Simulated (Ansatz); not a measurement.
# Structure types of SiNi compared at 190 GPa

Structure types of SiNi are relaxed in primitive cells with their symmetry kept at 190 GPa, on PAW files; LAPW relaxes the small cells further and takes the PAW cell for the others (marked *). The enthalpy is E + pV at zero temperature, without zero-point motion. Only the types listed were tried, and differences under about 5 meV/atom are mesh noise. The real phase may be another.

All numbers are PBE results (scalar-relativistic) from Ansatz 0.2.0, with Fermi–Dirac smearing of 0.1 eV, no spin polarisation. Methods: LAPW: all electrons, basis error target 0.5 meV/atom; PAW: frozen-core files, cutoff 420 eV.

k meshes: rocksalt 17×17×17, CsCl 16×16×16, WC 17×17×15, NiAs 13×13×7, zincblende 15×15×15.

Spin polarisation is left out, though a magnetic state may lie lower.

Question: Which type is lowest in enthalpy, and by how much?

Answer: CsCl, 142 meV/atom below distorted WC. The whole table:

```json
{"start type": "rocksalt", "ends as": "rocksalt, Fm-3m", "a, b, c (Å)": "4.046, 4.046, 4.046", "V (Å³/atom)": "8.28", "H − H(lowest), LAPW (meV/atom)": "1562.4", "same, PAW": "1563.2"}
{"start type": "CsCl", "ends as": "CsCl, Pm-3m", "a, b, c (Å)": "2.470, 2.470, 2.470", "V (Å³/atom)": "7.54", "H − H(lowest), LAPW (meV/atom)": "0.0", "same, PAW": "0.0"}
{"start type": "WC", "ends as": "distorted WC, P-6m2", "a, b, c (Å)": "2.283, 2.283, 3.376", "V (Å³/atom)": "7.62", "H − H(lowest), LAPW (meV/atom)": "142.0", "same, PAW": "143.2"}
{"start type": "NiAs*", "ends as": "NiAs, P6_3/mmc", "a, b, c (Å)": "2.971, 2.971, 4.331", "V (Å³/atom)": "8.28", "H − H(lowest), LAPW (meV/atom)": "1023.2", "same, PAW": "1025.1"}
{"start type": "zincblende", "ends as": "zincblende, F-43m", "a, b, c (Å)": "4.248, 4.248, 4.248", "V (Å³/atom)": "9.58", "H − H(lowest), LAPW (meV/atom)": "4071.4", "same, PAW": "4075.2"}
```

Question: Split the lead of CsCl over distorted WC into energy and pV.

Answer: For distorted WC less CsCl: ΔE = +46.9 meV/atom, and p·ΔV = 190 GPa × +0.0801 Å³ × 6.242 meV/(GPa·Å³) = +95.0 meV/atom, together 141.9 meV/atom. CsCl wins on both counts.
